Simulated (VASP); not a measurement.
**C: relaxation of cell and atoms with LDA**

Crystal: C.

```
CELL_PARAMETERS angstrom
2.46729 0.00000 0.00000
-1.23365 2.13674 0.00000
0.00000 0.00000 7.80307
ATOMIC_POSITIONS crystal
C 0.00000 0.00000 0.25000
C 0.00000 0.00000 0.75000
C 0.33333 0.66667 0.25000
C 0.66667 0.33333 0.75000
```

```yaml
Program: VASP 6.6.1
Task: relaxation of cell and atoms
Functional: LDA
Potentials_or_basis: VASP PAW LDA potentials, release 64 (C)
Cutoff: 600 eV
k_mesh: 12 × 12 × 4
Occupations: gaussian, width 0.03 eV
Spin: no spin polarisation
Further_INCAR_settings: ALGO = Normal; EDIFF = 1e-06; IBRION = 2; EDIFFG = -0.01; NSW = 90; ISIF = 3
```

The relaxed volume is 8.54 Å³/atom. The relaxed cell is a = 2.446 Å, b = 2.446 Å, c = 6.597 Å, α = 90.00°, β = 90.00°, γ = 120.00° and the space group after relaxing (to 0.05 Å) is P6_3/mmc (No. 194). The energy gained by relaxing is 19.6 meV/atom and the ionic steps are 15. The pressure after relaxing is 0.0 GPa. The band gap on the k mesh is none (metal or under the smearing width).

Stress tensor (GPa, compression positive):
```
 0.02  0.00  0.00
 0.00  0.02  0.00
 0.00  0.00 -0.13
```

Step by step:
```csv
step,energy change (eV),largest force (eV/Å),pressure (GPa),volume (Å³)
1,0.0000,0.0000,-6.58,41.14
2,0.0914,0.0000,15.40,38.67
3,-0.0204,0.0000,-0.61,40.39
4,-0.0204,0.0000,-0.49,40.37
5,-0.0224,0.0000,-0.51,40.19
6,-0.0287,0.0000,-0.51,39.63
7,-0.0416,0.0000,-0.57,38.52
8,-0.0660,0.0000,-0.52,36.29
9,-0.0557,0.0000,0.84,31.84
10,-0.0762,0.0000,-0.36,34.90
11,-0.0779,0.0000,-0.09,33.74
12,-0.0783,0.0000,-0.15,34.07
13,-0.0782,0.0000,-0.19,34.19
14,-0.0746,0.0000,3.19,33.88
15,-0.0782,0.0000,-0.03,34.18
```

Final structure:
```xyz
4
Lattice="2.4459 0.0000 0.0000 -1.2230 2.1182 0.0000 0.0000 0.0000 6.5969" Properties=species:S:1:pos:R:3 pbc="T T T"
C     0.0000    0.0000    1.6492
C     0.0000    0.0000    4.9477
C     0.0000    1.4121    1.6492
C     1.2230    0.7061    4.9477
```

Levels at points of the mesh, in eV from the Fermi level:
| k point | band 6 | band 7 | band 8 | band 9 | band 10 | band 11 |
| --- | --- | --- | --- | --- | --- | --- |
| (0.00, 0.00, 0.00) | -2.98 | -2.96 | -2.96 | 3.97 | 8.45 | 8.45 |
| (0.50, 0.00, 0.00) | -6.38 | -2.86 | -2.09 | 1.47 | 2.24 | 7.51 |
| (0.00, 0.00, 0.50) | -2.97 | -2.97 | -2.97 | 6.77 | 6.77 | 8.48 |
| (0.50, 0.00, 0.50) | -6.42 | -2.39 | -2.39 | 1.61 | 1.61 | 7.73 |

It took 41 s on 2 MPI ranks on AMD EPYC 9R45 96-Core Processor (Zen 5), with other jobs on the host, peak memory 0.13 GiB a rank.

Caveat: the volume moved by over 15 % at a fixed basis, so the end points are rough.
